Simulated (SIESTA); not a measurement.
# BP under changes of volume

One of the cells (11.915 Å³/atom); the others are scaled copies at fixed shape and fractional positions:

```
P B
1.0
     0.00000    2.28403    2.28403
     2.28403    0.00000    2.28403
     2.28403    2.28403    0.00000
P B
1 1
Direct
  0.75000 0.75000 0.75000
  0.00000 0.00000 0.00000
```

| Quantity | Value |
| --- | --- |
| Program | SIESTA 5.4.2 |
| Functional | PBE |
| Potentials or basis | PseudoDojo 0.4 standard (PBE files) |
| Basis | DZP (energy shift 0.003 Ry) |
| Grid cutoff | 500 Ry |
| Energy shift | 0.003 Ry |
| k mesh | 10 × 10 × 10 |
| Occupations | fermi-dirac, width 0.05 eV |
| Spin | no spin polarisation |

```csv
volume (Å³/atom),energy over the lowest point (meV/atom),pressure (GPa),gap on the mesh (eV)
10.981,48.06,16.3,1.21
11.214,?,?,?
11.448,12.97,8.0,1.25
11.915,0.00,1.1,1.30
12.149,0.68,-2.0,1.32
12.383,5.58,-4.7,1.35
```

Q: What does the run at 11.214 Å³/atom give?

A: Energy over the lowest point 27.48 meV/atom; pressure 12.0 GPa; gap on the mesh 1.23 eV.

Worked out: A Birch-Murnaghan fit of order 3 (a polynomial in V^(-2/3)) to the other rows has its minimum at 12.00 Å³/atom with B0 = V·E''(V) = 158 GPa and B' = 3.6. It gives 27.53 meV/atom at 11.214 Å³/atom, against the run's 27.48, and -dE/dV = 12.0 GPa, against 12.0. A straight line through the other rows of the gap, of slope 1.16 eV per unit of ln V, gives 1.23 eV, against the run's 1.23.

Energies are extrapolated to zero smearing.

Caveats: the basis of atomic orbitals isn't converged, which shifts pressures, moduli and gaps.

A mesh can miss the band edges.
